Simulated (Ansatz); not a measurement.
# HfSi2 (ZrSi2 type): other levels of theory at one geometry

How much do the gap and the pressure of HfSi2 (ZrSi2 type) depend on the functional and spin–orbit coupling?

Computed with Ansatz 0.2.0 (DFT at several levels, plane waves, PAW, unless a step's input says otherwise).

1 further run of the same task is left out (it didn't finish). Runs told in other sessions of the task aren't counted.

**1. Starting point**

It takes space group Cmcm (No. 63, orthorhombic). The conventional cell has a = 3.672 Å, b = 14.610 Å, c = 3.666 Å, α = 90.00°, β = 90.00°, γ = 90.00°. Hf (site symmetry m2m) is surrounded by 10 Si at 2.70 to 2.97 Å. Si (site symmetry m2m) is surrounded by 2 Si at 2.42 Å and 6 Hf at 2.70 to 2.97 Å. Si (site symmetry m2m) is surrounded by 4 Si at 2.59 Å and 4 Hf at 2.80 Å.

As a file:

```xyz
6
Lattice="1.8362 -7.3050 0.0000 1.8362 7.3050 0.0000 0.0000 0.0000 3.6661" Properties=species:S:1:pos:R:3 pbc="T T T"
Hf    1.8362   -1.5417    0.9165
Hf    1.8362    1.5417    2.7496
Si    1.8362   -6.5148    0.9165
Si    1.8362    6.5148    2.7496
Si    1.8362    3.6522    0.9165
Si    1.8362   -3.6522    2.7496
```

An earlier run at PBE left this cell at 16.392 Å³/atom and 0.00 GPa (8×8×8 mesh), no gap.

Levels to run: PBE+SOC; r²SCAN; PBEsol; LDA. Hardware: 4 threads of Intel Xeon 6975P-C (Granite Rapids), shared host.

**2. PBE+SOC**

The input, input.yaml:

```yaml
crystal:
  lattice:
    - [1.8362177424, -7.3050498964, 0.0]
    - [1.8362177424, 7.3050498964, 0.0]
    - [0.0, 0.0, 3.6660768037]
  atoms:
    - { symbol: Hf, position: [0.6055213087, 0.3944786913, 0.25] }
    - { symbol: Hf, position: [0.3944786913, 0.6055213087, 0.75] }
    - { symbol: Si, position: [0.945907847, 0.054092153, 0.25] }
    - { symbol: Si, position: [0.054092153, 0.945907847, 0.75] }
    - { symbol: Si, position: [0.2500207091, 0.7499792909, 0.25] }
    - { symbol: Si, position: [0.7499792909, 0.2500207091, 0.75] }
basis:
  ecutwfc: 420
  ecutrho_ratio: 4
kpoints:
  mp_grid: { grid: [8, 8, 8] }
hamiltonian:
  xc: pbe
scf:
  occupations: { method: gaussian, width: 0.05 }
output:
  forces: true
  stress: true
  eigenvalues: true
  populations: true
  dos: { projected: true, de: 0.02 }
  write_density: true
  write_potential: true
  elf: true
  volumetric_format: npy
magnetization:
  noncollinear: true
  spin_orbit: true
```

Started as:

```
$ ansatz run input.yaml --threads 4 --pin off --max-ram 7168MiB --backend cpu --events-out ev --progress --plain --runs-dir out
```

After this run come: r²SCAN; PBEsol; LDA.

Q: Predict the outcome of this session. Wanted: for each run, pressure.

**Answer**, as computed:

| level | mesh | gap on the mesh (eV) | pressure (GPa) | time |
| --- | --- | --- | --- | --- |
| PBE | 8×8×8 | metal | 0.0 | 28 s* |
| LDA | 8×8×8 | metal | -7.0 | 4.3 s |
| PBEsol | 8×8×8 | metal | -4.0 | 4.3 s |
| PBE+SOC | 8×8×8 | metal | -0.2 | 31 s* |
| r²SCAN | 8×8×8 | metal | -1.9 | 9.5 s |

Times are on 4 threads of Intel Xeon 6975P-C (Granite Rapids), shared host. * Includes bands or densities of states.

The pressure runs from -7.0 GPa (LDA) to 0.0 GPa (PBE); a negative pressure means that level wants a smaller cell, a positive one a larger cell. Every level gives a metal. Total energies of different levels have different zeros and can't be compared.
